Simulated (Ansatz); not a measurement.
Crystal: BaTiO3.

```
CELL_PARAMETERS angstrom
3.99980 0.00000 0.00000
0.00000 3.99980 0.00000
0.00000 0.00000 4.01800
ATOMIC_POSITIONS crystal
Ba 0.00000 0.00000 0.00000
Ti 0.50000 0.50000 0.49000
O 0.00000 0.50000 0.51700
O 0.50000 0.00000 0.51700
O 0.50000 0.50000 0.01900
```

Below is the output of Ansatz 0.2.0 for this cell. Logs are shortened: lines on timing, memory, paths and dates and some standing lists are left out, and cuts for length are marked.

```text
Warning: RAYON_NUM_THREADS=2 ignored (pool sized by the plan → 2); use --threads N
Engine: ansatz 0.2.0, aarch64-unknown-linux-gnu
Pseudopotentials: kind: paw
Pseudopotential: Ba, paw, valence charge 10, recommended cutoff 420 eV (normal), Ba.paw.azcp
Pseudopotential: Ti, paw, valence charge 12, recommended cutoff 420 eV (normal), Ti.paw.azcp
Pseudopotential: O, paw, valence charge 6, recommended cutoff 420 eV (normal), O.paw.azcp
Functional definition: PBEsol
  exchange = pbesol_x
  correlation = pbesol_c
Crystal: 5 atoms, lattice volume = 64.282 Å³
Basis set: ecut = 420 eV, 1237 PW (Γ), exchange–correlation on 54×54×54 points (8 copies of the dense FFT grid, shifted against one another)
Bands: 25, of which v1, the nominal top of the filled ones, is band 20 counted from 1 (19 counted from 0)
Symmetry: 8 space group operations
Space group: P4mm (ITA 99), of the structure as read, at distance tolerance 4.0e-5 Å
k-points: 40 of 343 (time reversal used)
Non-local potential: Ba, projectors of the file, l = 0: 3, l = 1: 2, l = 2: 2, l = 3: 2
Non-local potential: Ti, projectors of the file, l = 0: 3, l = 1: 2, l = 2: 3, l = 3: 1
Non-local potential: O, projectors of the file, l = 0: 2, l = 1: 2, l = 2: 1
PAW form: soft (Blöchl's): semilocal exchange-correlation on the pseudo side does not see the compensation charge
PAW frozen core: Ba, regenerated for the run's functional, and the local potential with it (the file was generated under x = pbe(κ = 0.804, μ = 0.2195149727645171), c = pbe(β = 0.06672455060314922))
PAW frozen core: Ti, regenerated for the run's functional, and the local potential with it (the file was generated under x = pbe(κ = 0.804, μ = 0.2195149727645171), c = pbe(β = 0.06672455060314922))
PAW frozen core: O, regenerated for the run's functional, and the local potential with it (the file was generated under x = pbe(κ = 0.804, μ = 0.2195149727645171), c = pbe(β = 0.06672455060314922))
PAW one-centre angular grid: Ba, 194 points (default); XC on 64 Gauss nodes
PAW one-centre angular grid: Ti, 590 points (default); XC on 64 Gauss nodes
[... 140 lines left out ...]
  E_kinetic    = 969.315443
  E_local      = -2088.541261  (includes V_loc(G=0)·N_el)
  E_nonlocal   = 207.213383
  E_hartree    = 815.036882
  E_xc         = -486.621293
  E_vxc        = -543.589023  (∫ρ·V_xc dr)
  E_paw        = -6617.074546  (= ΣΔE_a)
  E_vpaw       = -310.020781  (= ΣTr[D̂ρ^β])
  E_aug_tail   = 0.007448  (compensation charges beyond the density's cutoff)
  E_ewald      = -2827.211293
  E_core_change = 0.396681  (= ΣΔE_core)
  E_smearing   = -0.000000  (= −TS)
  E_closure    = -0.000000  (closes the sum)
  Σ components = -10027.478555   (vs F -10027.478555, Δ=0.00e0)
--- Forces (eV/Å), atoms counted from 1 ---
  atom   1  Ba     0.00000000    -0.00000000    -0.00024910
  atom   2  Ti    -0.00000000    -0.00000000     0.00032041
  atom   3  O      0.00000000    -0.00000000     0.00079742
  atom   4  O     -0.00000000     0.00000000     0.00079742
  atom   5  O      0.00000000    -0.00000000    -0.00166470
  max |Σ_I F_I| component: 1.46e-6 eV/Å
--- Stress (GPa, compression-positive) ---
        0.001826      -0.000000       0.000000
       -0.000000       0.001826      -0.000000
        0.000000      -0.000000       0.015410
  P = ⅓ Tr σ = 0.0064 GPa (0.064 kbar)
--- Band table (eV; the first three rows and the last of 40) ---
  k-point 0: bands = ["-45.6905", "-22.1110", "-22.0405", "-22.0405", "-14.2268", "-6.4390", "-5.8009", "-5.7262", "0.5470", "0.5911", "0.5911", "8.0589", "8.1096", "8.1096", "8.9862", "8.9862", "9.1605", "9.9966", "10.0834", "10.0834", "12.3009", "12.6764", "12.6764", "14.7331", "14.8396"]
  k-point 1: bands = ["-45.6903", "-22.1203", "-22.0402", "-22.0402", "-14.2044", "-6.4557", "-5.7903", "-5.7203", "0.6200", "0.6200", "0.6460", "7.7171", "8.0393", "8.0393", "8.8110", "8.8110", "8.9979", "9.6043", "10.0222", "10.0222", "12.3245", "12.9735", "12.9735", "14.7300", "15.3102"]
  k-point 2: bands = ["-45.6900", "-22.1410", "-22.0393", "-22.0393", "-14.1532", "-6.5575", "-5.7070", "-5.6885", "0.6868", "0.6868", "0.8666", "6.9874", "7.8299", "7.8299", "8.5498", "8.5498", "8.6738", "8.9312", "9.8830", "9.8830", "12.3788", "13.5886", "13.5886", "14.7290", "16.1303"]
  k-point 39: bands = ["-45.6877", "-22.1503", "-22.0935", "-22.0934", "-13.9448", "-5.6758", "-5.5277", "-5.4819", "-0.1621", "-0.1181", "0.0156", "5.9876", "6.6183", "6.6584", "7.7773", "7.9626", "7.9940", "10.0960", "10.1407", "10.3417", "14.6742", "14.6762", "14.7230", "17.0851", "17.3840"]
--- Relaxed structure (8 steps of the walk, 8 accepted, 2 SCFs on fresh bases) ---
  F+E_penalty+E_count = -10027.47855527 eV   max|allowed force component| = 1.665e-3 eV/Å   (the final SCF, on the basis selected at the relaxed cell)
  cell:  # Å, volume = 63.2658 Å³
    - [3.955593676016615, -1.73071587111572e-33, 1.229377401251385e-18]
    - [-1.3461123442011155e-33, 3.955593676016615, -6.730561721005578e-33]
    - [1.2349713481244187e-18, -6.761187308115509e-33, 4.043388135781523]
  atoms:
    - { symbol: Ba, position: [-3.658836753538495e-19, 6.795261348108622e-34, -0.0018746625264086977] }
    - { symbol: Ti, position: [0.49999999999999994, 0.49999999999999994, 0.4829250624626576] }
    - { symbol: O, position: [1.6806081112867997e-20, 0.49999999999999994, 0.5170861085984435] }
    - { symbol: O, position: [0.49999999999999994, -3.812930083283268e-34, 0.5170861085984435] }
    - { symbol: O, position: [0.49999999999999994, 0.49999999999999994, 0.027777382866864105] }
```

Question: What input gives this log?

Answer: Relaxation of cell and atoms with PBEsol, no spin polarisation. The files as run (others can give the same):

input.yaml
```yaml
crystal:
  lattice:
    - [3.9998, 0.0, 0.0]
    - [0.0, 3.9998, 0.0]
    - [0.0, 0.0, 4.018]
  atoms:
    - { symbol: Ba, position: [0.0, 0.0, 0.0] }
    - { symbol: Ti, position: [0.5, 0.5, 0.49] }
    - { symbol: O, position: [0.0, 0.5, 0.517] }
    - { symbol: O, position: [0.5, 0.0, 0.517] }
    - { symbol: O, position: [0.5, 0.5, 0.019] }
hamiltonian:
  xc: pbesol
  pseudopotentials: { kind: paw }
kpoints:
  mp_grid: { grid: [7, 7, 7] }
scf:
  occupations: { method: fermi_dirac, width: 0.05 }
output:
  forces: true
  stress: true
  eigenvalues: true
relax:
  f_tol: 0.01
  max_steps: 40
  cell: { stress_tol: 0.05 }
```

Potentials or basis: Ansatz PAW.
The run is started by
```sh
$ ansatz run input.yaml --threads 2 --pin off --max-ram 5632MiB --backend cpu --events-out ev --progress --plain --runs-dir out
```

Caveat: odd divisions of the mesh miss points on the zone boundary, where band edges often lie, so the gap on the mesh can be too wide; the plane-wave basis is chosen anew once the cell has moved, so the energies of steps on either side of that aren't comparable; the pressure holds a Pulay correction of +0.6 GPa for the finite cutoff; spin-orbit coupling is left out, which moves the levels of the heavy elements; the PAW data sets come from PBE, with cores solved anew for the run's functional, which leaves a small shift of forces and pressure.
